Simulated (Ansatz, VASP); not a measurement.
# Two plane-wave programs on SiNi3

```xyz
4
Lattice="3.4941 0.0000 0.0000 0.0000 3.4941 0.0000 0.0000 0.0000 3.4941" Properties=species:S:1:pos:R:3 pbc="T T T"
Si    0.0000    0.0000    0.0000
Ni    0.0000    1.7471    1.7471
Ni    1.7471    0.0000    1.7471
Ni    1.7471    1.7471    0.0000
```

Alike in both runs: task single point; functional PBE; k mesh 8 × 8 × 8; occupations fermi-dirac, width 0.1 eV; collinear spin.

|  | VASP | Ansatz |
| --- | --- | --- |
| version | VASP 6.6.1 | Ansatz 0.2.0 |
| potentials or method | VASP PAW PBE potentials, release 64 (Si, Ni) | plane waves, PAW |
| plane-wave cutoff (eV) | 520 | 571 |
| valence electrons in the cell | 34 | 58 |

|  | VASP | Ansatz | Ansatz less VASP |
| --- | --- | --- | --- |
| pressure (GPa) | 2.4 | 2.4 | 0.00 |
| net moment per atom (μB) | 0.00 | 0.00 | 0.000 |

The two sets of potentials don't hold the same shells in valence. Ansatz warned: «seeded_moment_not_kept».
